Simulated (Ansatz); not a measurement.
# Te2Mo: the cost of one run

Program: Ansatz 0.2.0. Level of theory: DFT PBE+D3(BJ), scalar-relativistic, plane waves, PAW. These are calculated values, not measurements.

1 further run of the same task is left out (set aside as unsound or not needed).

**1. The structure to begin with**

It takes space group P6_3/mmc (No. 194, hexagonal). Conventional cell: a = 3.497 Å, b = 3.497 Å, c = 13.710 Å, α = 90.00°, β = 90.00°, γ = 120.00°. Around Te (site symmetry 3m) lie 3 Mo at 2.72 Å. Around Mo (site symmetry -6m2) lie 6 Te at 2.72 Å.

As a file:

```
CELL_PARAMETERS angstrom
3.49712 0.00000 0.00000
-1.74856 3.02859 0.00000
0.00000 0.00000 13.71004
ATOMIC_POSITIONS crystal
Te 0.33333 0.66667 0.11740
Te 0.66667 0.33333 0.61754
Te 0.66667 0.33333 0.88260
Te 0.33333 0.66667 0.38246
Mo 0.33333 0.66667 0.75007
Mo 0.66667 0.33333 0.24993
```

It goes back to an entry of the Materials Project, which need not be the stable form.

It is the result of an earlier relaxation at this level (volume 24.20 Å³/atom; gap on the mesh: 0.68 eV).

**2. The scan**

Atoms count from 1 in the order of the input.

One atom moved over a plane, all else fixed.

First coordinate, shift of Te2 along [1 0 0]: 7 values from −1.14 Å. Second coordinate, shift of Te2 along [0 0 1]: 7 values from −1.14 Å.

Nothing else is relaxed (all other atoms fixed). Energies count from the relaxed crystal. Points are written as (first, second).

**3. The run at (0.00 Å, −1.14 Å)**

File input.yaml:

```yaml
crystal:
  lattice:
    - [3.4971168434, 0.0, 0.0]
    - [-1.7485584217, 3.0285920264, 0.0]
    - [0.0, 0.0, 13.7100447864]
  atoms:
    - { symbol: Te, position: [0.3333333333, 0.6666666667, 0.1174002796] }
    - { symbol: Te, position: [0.6666666667, 0.3333333333, 0.5343863119] }
    - { symbol: Te, position: [0.6666666667, 0.3333333333, 0.8825997204] }
    - { symbol: Te, position: [0.3333333333, 0.6666666667, 0.382462975] }
    - { symbol: Mo, position: [0.3333333333, 0.6666666667, 0.7500692155] }
    - { symbol: Mo, position: [0.6666666667, 0.3333333333, 0.2499307845] }
basis:
  ecutwfc: 420
kpoints:
  mp_grid: { grid: [9, 9, 2] }
hamiltonian:
  xc: pbe
  pseudopotentials: { kind: paw, azcp: { folder: soft_1 } }
  dispersion: d3bj
scf:
  occupations: { method: gaussian, width: 0.05 }
output:
  forces: true
  stress: true
  eigenvalues: true
```

The run is started by

```sh
ansatz run input.yaml --threads 2 --pin off --max-ram 4096MiB --backend cpu --events-out ev --progress --plain --runs-dir out
```

**Question.** How long does this run take on 2 threads of Arm Neoverse N1, shared host, and how much memory does it need?

About 16 s, with a peak of 0.44 GiB.
